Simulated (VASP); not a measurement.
# PbS in VASP: single point with PBEsol

Aim: the single point of PbS with PBEsol.

All numbers are computed with VASP 6.6.1; they aren't measurements. Logs are shortened: lines on timing, memory, paths and dates and some standing lists are left out, and cuts for length are marked.

## Step 1: The structure

The cell holds a slab with vacuum, 4 atoms: a = 11.298 Å, b = 4.250 Å, c = 4.250 Å, α = 89.97°, β = 90.00°, γ = 90.00°.

## Step 2: Single point, PBEsol

INCAR

```
ALGO = Normal ; EDIFF = 1E-7
ENCUT = 520 ; GGA = PS
ISIF = 2 ; ISMEAR = 0
LASPH = T ; LCHARG = F
LREAL = F ; LWAVE = F
NBANDS = 28 ; NELM = 100
PREC = Accurate ; SIGMA = 0.1
```

KPOINTS

```
k-points
0
Gamma
  2 4 4
```

POSCAR

```
PbS
1.0
   11.2982770800      0.0000000000      0.0000000000
    0.0000000000      3.0043750300      3.0061807900
    0.0000000000     -3.0043750300      3.0061807900
Pb S
2 2
Direct
    0.6245814000      0.2566380300      0.7566380300
    0.3754186000      0.7566380300      0.2566380300
    0.6136752500      0.7643619700      0.2643619700
    0.3863247500      0.2643619700      0.7643619700
```

Potentials or basis: VASP PAW PBE potentials, release 64 (Pb_d, S).

Started as:

```console
$ cat potpaw_PBE.64/Pb_d/POTCAR potpaw_PBE.64/S/POTCAR > POTCAR
$ mpirun -np 1 vasp_std > vasp.out
```

OUTCAR:

```text
EDIFF = 1E-7
   ENCUT = 520
   GGA = PS
   ISIF = 2
   ISMEAR = 0
   LASPH = T
   LREAL = F
   NELM = 100
   PREC = Accurate

 ion  position               nearest neighbor table
   1  0.625  0.257  0.757-   4 2.69   3 2.96   3 3.01   3 3.01   3 3.06   2 4.12   2 4.12   2 4.12
                             2 4.12
   2  0.375  0.757  0.257-   3 2.69   4 2.96   4 3.01   4 3.01   4 3.06   1 4.12   1 4.12   1 4.12
                             1 4.12
   3  0.614  0.764  0.264-   2 2.69   1 2.96   1 3.01   1 3.01   1 3.06
   4  0.386  0.264  0.764-   1 2.69   2 2.96   2 3.01   2 3.01   2 3.06

  LATTYP: Found a base centered orthorhombic cell.
 ALAT       =     6.0087500600
 B/A-ratio  =     1.0006010435
 C/A-ratio  =     1.8803040511

  Lattice vectors:

 A1 = (   0.0000000000,   3.0043750300,  -3.0061807900)
 A2 = (   0.0000000000,   3.0043750300,   3.0061807900)
 A3 = (  11.2982770800,   0.0000000000,   0.0000000000)

Analysis of symmetry for initial positions (statically):
=====================================================================
 Subroutine PRICEL returns:
 Original cell was already a primitive cell.

 Routine SETGRP: Setting up the symmetry group for a
 base centered orthorhombic supercell.

 Subroutine GETGRP returns: Found  4 space group operations
 (whereof  2 operations were pure point group operations)
 out of a pool of  8 trial point group operations.

The static configuration has the point symmetry C_2 .
 The point group associated with its full space group is C_2v.

Analysis of symmetry for dynamics (positions and initial velocities):
=====================================================================
 Subroutine PRICEL returns:
 Original cell was already a primitive cell.

 Routine SETGRP: Setting up the symmetry group for a
 base centered orthorhombic supercell.

 Subroutine GETGRP returns: Found  4 space group operations
 (whereof  2 operations were pure point group operations)
 out of a pool of  8 trial point group operations.

The dynamic configuration has the point symmetry C_2 .
 The point group associated with its full space group is C_2v.

 Subroutine INISYM returns: Found  4 space group operations
 (whereof  2 operations are pure point group operations),
 and found     1 'primitive' translations

----------------------------------------------------------------------------------------

                                     Primitive cell

  volume of cell :     204.0852

  direct lattice vectors                    reciprocal lattice vectors
    11.298277080  0.000000000  0.000000000     0.088509070  0.000000000  0.000000000
     0.000000000  3.004375030  3.006180790     0.000000000  0.166423963  0.166323995
     0.000000000 -3.004375030  3.006180790     0.000000000 -0.166423963  0.166323995

  length of vectors
    11.298277080  4.250104971  4.250104971     0.088509070  0.235288349  0.235288349

  position of ions in fractional coordinates (direct lattice)
     0.624581400  0.256638030  0.756638030
     0.375418600  0.756638030  0.256638030
     0.613675250  0.764361970  0.264361970
     0.386324750  0.264361970  0.764361970

  ion indices of the primitive-cell ions
   primitive index   ion index
                 1           1
                 2           2
                 3           3
                 4           4

----------------------------------------------------------------------------------------

 KPOINTS: k-points

Automatic generation of k-mesh.
 Grid dimensions read from file:
 generate k-points for:    2    4    4

 Generating k-lattice:

  Cartesian coordinates                     Fractional coordinates (reciprocal lattice)
     0.044254535  0.000000000  0.000000000     0.500000000  0.000000000  0.000000000
     0.000000000  0.041605991  0.041580999     0.000000000  0.250000000 -0.000000000
     0.000000000 -0.041605991  0.041580999     0.000000000 -0.000000000  0.250000000

  Length of vectors
     0.044254535  0.058822087  0.058822087

  Shift w.r.t. Gamma in fractional coordinates (k-lattice)
     0.000000000  0.000000000  0.000000000

 Subroutine IBZKPT returns following result:
 ===========================================

 Found     14 irreducible k-points:

 Following reciprocal coordinates:
            Coordinates               Weight
  0.000000  0.000000  0.000000      1.000000
  0.500000  0.000000  0.000000      1.000000
  0.000000  0.250000  0.000000      4.000000
  0.500000  0.250000  0.000000      4.000000
  0.000000  0.500000  0.000000      2.000000
  0.500000  0.500000  0.000000      2.000000
  0.000000  0.250000  0.250000      2.000000
  0.500000  0.250000  0.250000      2.000000
  0.000000  0.500000  0.250000      4.000000
  0.500000  0.500000  0.250000      4.000000
  0.000000 -0.250000  0.250000      2.000000
  0.500000 -0.250000  0.250000      2.000000
  0.000000  0.500000  0.500000      1.000000
  0.500000  0.500000  0.500000      1.000000
   k-points           NKPTS =     14   k-points in BZ     NKDIM =     14   number of bands    NBANDS=     28
   number of dos      NEDOS =    301   number of ions     NIONS =      4
   total plane-waves  NPLWV =  86016
   dimension x,y,z NGX =    84 NGY =   32 NGZ =   32
   dimension x,y,z NGXF=   168 NGYF=   64 NGZF=   64
   ions per type =               2   2
   NGX,Y,Z   is equivalent  to a cutoff of  12.36, 12.52, 12.52 a.u.
   NGXF,Y,Z  is equivalent  to a cutoff of  24.72, 25.03, 25.03 a.u.
 SYSTEM =  unknown system
   PREC   = accura    normal or accurate (medium, high low for compatibility)
   ISTART =      0    job   : 0-new  1-cont  2-samecut
   ICHARG =      2    charge: 1-file 2-atom 10-const
   ISPIN  =      1    spin polarized calculation?
   LNONCOLLINEAR =      F non collinear calculations
   LSORBIT =      F    spin-orbit coupling
   LASPH  =      T    aspherical Exc in radial PAW
   ENCUT  =  520.0 eV  38.22 Ry    6.18 a.u.  21.01  7.90  7.90*2*pi/ulx,y,z
   NELM   =    100;   NELMIN=  2; NELMDL= -5     # of ELM steps
   EDIFF  = 0.1E-06   stopping-criterion for ELM
   LREAL  =      F    real-space projection
   EDIFFG = 0.1E-05   stopping-criterion for IOM
   NSW    =      0    number of steps for IOM
   IBRION =     -1    ionic relax: 0-MD 1-quasi-New 2-CG
   NFREE  =      0    steps in history (QN), initial steepest desc. (CG)
   ISIF   =      2    stress and relaxation
   ISYM   =      2    0-nonsym 1-usesym 2-fastsym
   POTIM  = 0.5000    time-step for ionic-motion
   TEBEG  =    0.0;   TEEND  =   0.0 temperature during run
   PSTRESS=    0.0 pullay stress
   NELECT =      40.0000    total number of electrons
   NUPDOWN=      -1.0000    fix difference up-down
   EMIN   =  10.00;   EMAX   =-10.00  energy-range for DOS
   EFERMI =   0.00;   METHOD = LEGACY
   ISMEAR =     0;   SIGMA  =   0.10  broadening in eV -4-tet -1-fermi 0-gaus
   EFERMI_NEDOS =   21; number of points for ismear=-14 and -15
   IALGO  =     38    algorithm
   IMIX   =      4    mixing-type and parameters
     AMIX     =   0.40;   BMIX     =  1.00
     AMIX_MAG =   1.60;   BMIX_MAG =  1.00
  volume/ion in A,a.u.               =      51.02       344.31
  Fermi-wavevector in a.u.,A,eV,Ry     =   0.950950  1.797035 12.303828  0.904306
  Thomas-Fermi vector in A             =   2.079375
   LORBIT       =      0    0 simple, 1 ext, 2 COOP (PROOUT), +10 PAW based schemes
   GGA     = PS    functional components
   LHFCALC =     F    Hartree Fock is set to
   AEXX    =    0.0000 exact exchange contribution
   IVDW    =     0    specifies the selected vdW correction
   LEPSILON=     F    determine dielectric tensor
   LRPA    =     F    only Hartree local field effects (RPA)
 non-spin polarized calculation
 Gauss-broadening in eV      SIGMA  =   0.10
  energy-cutoff  :      520.00
  volume of cell :      204.09
 maximum number of plane-waves:      5520
   NGX = 43   NGY = 15   NGZ = 15

 number of electron      39.9999997 magnetization

 Free energy of the ion-electron system (eV)
  ---------------------------------------------------
  ext. energy  EPLUGINS =         0.00000000
  ---------------------------------------------------
  free energy    TOTEN  =       -18.50156183 eV

  energy without entropy =      -18.50156183  energy(sigma->0) =      -18.50156183

 E-fermi :   0.5667     XC(G=0):  -5.9005

 val. band max:        0.0708224049   @ k =   0.0000   0.5000   0.0000
 cond. band min:       2.0898103026   @ k =   0.5000   0.5000   0.0000
 fundamental gap:      2.0189878977
 Fermi energy:         0.5667431740

 k-point     1 :       0.0000    0.0000    0.0000
  band No.  band energies     occupation
      1     -15.9637      2.00000
      2     -15.8626      2.00000
      3     -15.8447      2.00000
      4     -15.8435      2.00000
      5     -15.8264      2.00000
      6     -15.8240      2.00000
[... 20 lines left out ...]
     27       6.3949      0.00000
     28       6.4259      0.00000

 k-point     2 :       0.5000    0.0000    0.0000
  band No.  band energies     occupation
      1     -15.9637      2.00000
      2     -15.8626      2.00000
      3     -15.8447      2.00000
      4     -15.8435      2.00000
      5     -15.8264      2.00000
      6     -15.8240      2.00000
[... 20 lines left out ...]
     27       6.3956      0.00000
     28       6.4267      0.00000

 k-point     3 :       0.0000    0.2500    0.0000
  band No.  band energies     occupation
      1     -15.9331      2.00000
      2     -15.8515      2.00000
      3     -15.8465      2.00000
      4     -15.8399      2.00000
      5     -15.8352      2.00000
      6     -15.8290      2.00000
[... 20 lines left out ...]
     27       5.6186      0.00000
     28       6.9916      0.00000

 k-point     4 :       0.5000    0.2500    0.0000
  band No.  band energies     occupation
      1     -15.9331      2.00000
      2     -15.8515      2.00000
      3     -15.8465      2.00000
      4     -15.8399      2.00000
      5     -15.8352      2.00000
      6     -15.8290      2.00000
[... 268 lines left out ...]
     27       6.1252      0.00000
     28       6.7579      0.00000

 k-point    13 :       0.0000    0.5000    0.5000
  band No.  band energies     occupation
      1     -15.9537      2.00000
      2     -15.9536      2.00000
      3     -15.8433      2.00000
      4     -15.8431      2.00000
      5     -15.8199      2.00000
      6     -15.8197      2.00000
[... 20 lines left out ...]
     27       6.4466      0.00000
     28       6.4490      0.00000

 k-point    14 :       0.5000    0.5000    0.5000
  band No.  band energies     occupation
      1     -15.9537      2.00000
      2     -15.9536      2.00000
      3     -15.8433      2.00000
      4     -15.8431      2.00000
      5     -15.8199      2.00000
      6     -15.8197      2.00000
[... 20 lines left out ...]
     27       6.4526      0.00000
     28       6.4552      0.00000

------------------------ aborting loop because EDIFF is reached ----------------------------------------

  FORCE on cell =-STRESS in cart. coord.  units (eV):
  Direction    XX          YY          ZZ          XY          YZ          ZX
  --------------------------------------------------------------------------------------
  -------------------------------------------------------------------------------------
  Total       -1.4162869     -1.9653253     -1.9602835      0.0000000      0.0000000      0.0000000
  in kB      -11.1186062    -15.4288509    -15.3892699      0.0000000      0.0000000      0.0000000
  external PRESSURE =     -13.9789090 kB  Pullay stress =       0.0000000 kB

 VOLUME and BASIS-vectors are now :
 -----------------------------------------------------------------------------
  energy-cutoff  :      520.00
  volume of cell :      204.09
      direct lattice vectors                 reciprocal lattice vectors
    11.298277080  0.000000000  0.000000000     0.088509070  0.000000000  0.000000000
     0.000000000  3.004375030  3.006180790     0.000000000  0.166423963  0.166323995
     0.000000000 -3.004375030  3.006180790     0.000000000 -0.166423963  0.166323995

 POSITION                                       TOTAL-FORCE (eV/Angst)
 -----------------------------------------------------------------------------------
      7.05669     -1.50219      3.04609        -0.279161      0.000000     -0.006411
      4.24158      1.50219      3.04609         0.279161      0.000000     -0.006411
      6.93347      1.50219      3.09253        -0.225922      0.000000      0.006411
      4.36480     -1.50219      3.09253         0.225922      0.000000      0.006411
 -----------------------------------------------------------------------------------
    total drift:                                0.000000     -0.000002     -0.000518

  FREE ENERGIE OF THE ION-ELECTRON SYSTEM (eV)
  ---------------------------------------------------
  free  energy   TOTEN  =       -18.5015618262 eV

  energy  without entropy=      -18.5015618262  energy(sigma->0) =      -18.50156183
```

Run time: 38 s. Hardware: 1 thread of Intel Xeon 6975P-C (Granite Rapids), shared host; peak memory 0.3 GiB.

Results:

```yaml
Free_energy: -18.5016 eV
Largest_force: 0.279 eV/Å
Band_gap_on_the_k_mesh: 2.02 eV, direct
```

Forces in eV/Å, atoms in the order of the input:
```
Pb  -0.279  0.000 -0.006
Pb   0.279  0.000 -0.006
S   -0.226  0.000  0.006
S    0.226  0.000  0.006
```

Caveat: the PAW data sets were made with another functional, which shifts forces and pressure a little; spin-orbit coupling is left out, which as a rule narrows the gap of such compounds by several tenths of an eV.
